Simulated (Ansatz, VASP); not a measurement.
# Two plane-wave programs on Si

```
CELL_PARAMETERS angstrom
0.00000 2.70083 2.70083
2.70083 0.00000 2.70083
2.70083 2.70083 0.00000
ATOMIC_POSITIONS crystal
Si 0.50000 0.50000 0.50000
Si 0.75000 0.75000 0.75000
```

Alike in both runs: functional LDA; k mesh 12 × 12 × 12; no spin polarisation.

Ansatz relaxed the structure, and its values are those at the end. VASP's run is a single point on that final structure, the one shown.

|  | VASP | Ansatz |
| --- | --- | --- |
| version | VASP 6.6.1 | Ansatz 0.2.0 |
| potentials or method | VASP PAW LDA potentials, release 64 (Si) | scalar-relativistic, plane waves, PAW |
| plane-wave cutoff (eV) | 520 | 420 |
| occupations | gaussian, width 0.01 eV | fixed |
| valence electrons in the cell | 8 | 8 |

VASP gave:

```
gap on the k mesh at the Fermi level (eV) : 0.44
least direct gap on the mesh (eV)         : 2.53
pressure (GPa)                            : 0.1
```

**Question.** What did Ansatz give for the same quantities?

**Answer.** gap on the k mesh at the Fermi level (eV): 0.44; least direct gap on the mesh (eV): 2.53; pressure (GPa): 0.0.

Ansatz warned: «pseudo_functional_mismatch».
